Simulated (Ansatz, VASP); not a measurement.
**One calculation of AlO2, two programs**

```xyz
9
Lattice="6.0606 0.0000 0.0000 -3.0303 5.2486 0.0000 0.0000 0.0000 2.8755" Properties=species:S:1:pos:R:3 pbc="T T T"
Al    3.0303    0.0000    0.0000
Al    1.5151    2.6243    1.9170
Al   -1.5151    2.6243    0.9585
O     0.0000    2.2306    0.0000
O     4.1288    1.1153    1.9170
O     1.0985    4.1333    0.9585
O     3.0303    3.0180    0.0000
O    -1.0985    4.1333    1.9170
O     1.9318    1.1153    0.9585
```

Alike in both runs: functional PBE; k mesh 6 × 6 × 4; occupations gaussian, width 0.1 eV; no spin polarisation.

Ansatz relaxed the structure, and its values are those at the end. VASP's run is a single point on that final structure, the one shown.

|  | VASP | Ansatz |
| --- | --- | --- |
| version | VASP 6.6.1 | Ansatz 0.2.0 |
| potentials or method | VASP PAW PBE potentials, release 64 (Al, O) | scalar-relativistic, plane waves, PAW |
| plane-wave cutoff (eV) | 520 | 420 |
| valence electrons in the cell | 45 | 45 |

```csv
,VASP,Ansatz,Ansatz less VASP
gap on the k mesh at the Fermi level (eV),none,none,-
pressure (GPa),-0.1,0.1,+0.17
rms of the force components (eV/Å),0.003,0.001,-0.0029
```

A gap of «none» marks a metal or a gap that the smearing closes. The functional is the same, so the differences come from potentials, cutoffs and numerics.

Caveats: the k mesh is coarse (spacing up to 0.55 Å⁻¹), so the values aren't converged; an odd number of electrons without spin polarisation forces a metal; a magnetic or distorted state may lie lower.
